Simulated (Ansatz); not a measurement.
The system is N.

```
N
1.0
     5.81510    0.00000    0.00000
     0.00000    5.81510    0.00000
     0.00000    0.00000    5.81510
N
8
Cartesian
  0.2667 2.6409 3.1742
  2.6409 3.1742 0.2667
  3.1742 0.2667 2.6409
  5.5484 5.5484 5.5484
  5.4435 3.2791 2.5360
  3.2791 2.5360 5.4435
  2.5360 5.4435 3.2791
  0.3716 0.3716 0.3716
```

Base run:

```yaml
Program: Ansatz 0.2.0
Functional: RPBE
Potentials_or_basis: Ansatz PAW
Cutoff: "420 eV (not typed: the program's choice for these potentials)"
k_mesh: 5 × 5 × 5
Occupations: gaussian, width 0.1 eV
Spin: no spin polarisation
```

Its results: band gap on the k mesh 7.52 eV, indirect (least direct gap 7.54 eV); pressure 0.7 GPa; largest force 0.050 eV/Å.

Question: The run is repeated on the same cell with these changes: functional from RPBE to BLYP; occupations from gaussian, width 0.1 eV to gaussian, width 0.05 eV. What comes out?

Answer: Band gap on the k mesh 7.54 eV, indirect (least direct gap 7.56 eV); pressure -0.4 GPa; largest force 0.815 eV/Å.

Caveats: the PAW data sets come from PBE, with cores solved anew for the run's functional, which leaves a small shift of forces and pressure; odd divisions of the mesh miss points on the zone boundary, where band edges often lie, so the gap on the mesh can be too wide (some runs).
